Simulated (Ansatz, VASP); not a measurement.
Two plane-wave programs on Te

Contents of INCAR:

```
SYSTEM = Te
ALGO = Normal
DIPOL = 0.5 0.5 0.500
EDIFF = 1E-6
ENCUT = 520
GGA = PE
IDIPOL = 3
ISIF = 2
ISMEAR = 0
IVDW = 12
LASPH = .TRUE.
LCHARG = .TRUE.
LDIPOL = .TRUE.
LELF = .TRUE.
LREAL = .FALSE.
LVACPOTAV = .TRUE.
LVHAR = .TRUE.
LWAVE = .FALSE.
NBANDS = 20
NELM = 80
PREC = Accurate
SIGMA = 0.1
```

The input KPOINTS:

```
k-points
0
G
  6 6 1
  0 0 0
```

File POSCAR:

```
Te
1.0
    4.4514028000      0.0000000000      0.0000000000
   -2.2257014000      3.8550287100      0.0000000000
    0.0000000000      0.0000000000     21.0000000000
Te
4
Direct
    0.6666666700      0.3333333300      0.4185714300
    0.3333333300      0.6666666700      0.3488988800
    0.6666666700      0.3333333300      0.6511011200
    0.3333333300      0.6666666700      0.5814285700
```

Input for Ansatz:

```yaml
crystal:
  lattice:
    - [4.4514028, 0.0, 0.0]
    - [-2.2257014, 3.85502871, 0.0]
    - [0.0, 0.0, 21.0]
  atoms:
    - { symbol: Te, position: [0.66666667, 0.33333333, 0.41857143] }
    - { symbol: Te, position: [0.33333333, 0.66666667, 0.34889888] }
    - { symbol: Te, position: [0.66666667, 0.33333333, 0.65110112] }
    - { symbol: Te, position: [0.33333333, 0.66666667, 0.58142857] }
  periodic: [true, true, false]
basis:
  ecutwfc: 420
kpoints:
  mp_grid: { grid: [6, 6, 1] }
hamiltonian:
  xc: pbe
  dispersion: d3bj
scf:
  occupations: { method: gaussian, width: 0.1 }
  lower_state_search: "off"
output:
  forces: true
  stress: true
  eigenvalues: true
```

Alike in both runs: task single point; functional PBE; dispersion D3(BJ); k mesh 6 × 6 × 1; occupations gaussian, width 0.1 eV; no spin polarisation.

|  | VASP | Ansatz |
| --- | --- | --- |
| version | VASP 6.6.1 | Ansatz 0.2.0 |
| potentials or method | VASP PAW PBE potentials, release 64 (Te) | scalar-relativistic, plane waves, PAW |
| plane-wave cutoff (eV) | 520 | 420 |
| valence electrons in the cell | 24 | 64 |

Ansatz gave:

* gap on the k mesh at the Fermi level (eV): none
* rms of the force components (eV/Å): 0.203

Problem. Estimate VASP's values.

Solution. gap on the k mesh at the Fermi level (eV): none; rms of the force components (eV/Å): 0.206.

Atom by atom the forces differ by 0.004 eV/Å (rms over components). A gap of «none» marks a metal or a gap that the smearing closes. The two sets of potentials don't hold the same shells in valence. Ansatz warned: «slab_cell_height_set».

Spin-orbit coupling is left out, which matters for the levels of Te.
